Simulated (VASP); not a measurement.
Wanted: the native input for a VASP 6.6.1 run.

```
Task                   : relaxation of cell and atoms
Functional             : BLYP
Potentials or basis    : VASP PAW PBE potentials, release 64 (As)
Cutoff                 : 600 eV
k mesh                 : 12 × 12 × 7
Occupations            : fermi-dirac, width 0.1 eV
Spin                   : no spin polarisation
Dipole correction      : no
Further INCAR settings : ALGO = Normal; EDIFF = 1e-07; IBRION = 2; EDIFFG = -0.01; NSW = 80; ISIF = 3
```

The structure of As lies in POSCAR:

```
As
1.0
    2.9579811701      0.0000000000      0.0000000000
   -1.4789905850      2.5616868372      0.0000000000
    0.0000000000      0.0000000000      4.8303832507
As
2
Direct
    0.3333333333      0.6666666667      0.2500000000
    0.6666666667      0.3333333333      0.7500000000
```

The cell was built by a generator and needn't be a form met in nature.

The input as run:

INCAR

```
PREC = Accurate
ENCUT = 600
EDIFF = 1E-7
ISMEAR = -1
SIGMA = 0.1
LREAL = False
LASPH = True
NELM = 60
ALGO = Normal
ISIF = 3
LWAVE = False
LCHARG = False
GGA = B5
ALDAX = 1.0
AGGAX = 1.0
AGGAC = 1.0
ALDAC = 0.0
IBRION = 2
NSW = 80
EDIFFG = -0.01
```

KPOINTS

```
Automatic mesh
0
Gamma
  12 12 7
```

Potentials or basis: VASP PAW PBE potentials, release 64 (As).

Command:

```console
$ cat potpaw_PBE.64/As/POTCAR > POTCAR
$ mpirun -np 1 vasp_std > vasp.out
```

It gave:

| Property | Result |
| --- | --- |
| Relaxed volume | 21.53 Å³/atom |
| Relaxed cell | a = 3.021 Å, b = 3.021 Å, c = 5.448 Å, α = 90.00°, β = 90.00°, γ = 120.00° |
| Space group after relaxing (to 0.05 Å) | P6_3/mmc (No. 194) |
| Energy gained by relaxing | 132.1 meV/atom |
| Ionic steps | 12 |
| Pressure after relaxing | 0.0 GPa |
| Band gap on the k mesh | none (metal or under the smearing width) |

Caveat: the volume moved by over 15 % at a fixed basis, so the end points are rough; the PAW data sets were made with another functional, which shifts forces and pressure a little.

Wall time 4.4 min on 1 thread of AMD EPYC 7R43 64-Core Processor (Zen 3), on a shared host, peak memory 0.15 GiB.
